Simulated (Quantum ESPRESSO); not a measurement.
Ir: single point with PBE

The system is Ir.

```xyz
1
Lattice="0.0000 1.9156 1.9156 1.9156 0.0000 1.9156 1.9156 1.9156 0.0000" Properties=species:S:1:pos:R:3 pbc="T T T"
Ir    0.0000    0.0000    0.0000
```

```json
{
  "Program": "Quantum ESPRESSO 7.5",
  "Task": "single point",
  "Functional": "PBE",
  "Potentials or basis": "SG15 PBE 1.2",
  "Cutoff": "925 eV",
  "Density cutoff": "3701 eV",
  "k mesh": "7 × 7 × 7",
  "Occupations": "fermi-dirac, width 0.05 eV",
  "Spin": "no spin polarisation"
}
```

The pressure is 9.7 GPa and the band gap on the k mesh is none (metal or under the smearing width).

Levels at points of the mesh, in eV from the Fermi level:
```tsv
k point	band 6	band 7	band 8	band 9	band 10	band 11
(0.00, 0.00, 0.00)	-4.05	-4.05	-4.05	-1.33	-1.33	13.44
```

It took 3.1 s on 2 MPI ranks on Arm Neoverse V1 (shared host), peak memory 0.1 GiB a rank.

Caveat: the k mesh is coarse (spacing up to 0.41 Å⁻¹), so the values aren't converged. Spin-orbit coupling is left out, which matters for the levels of Ir.
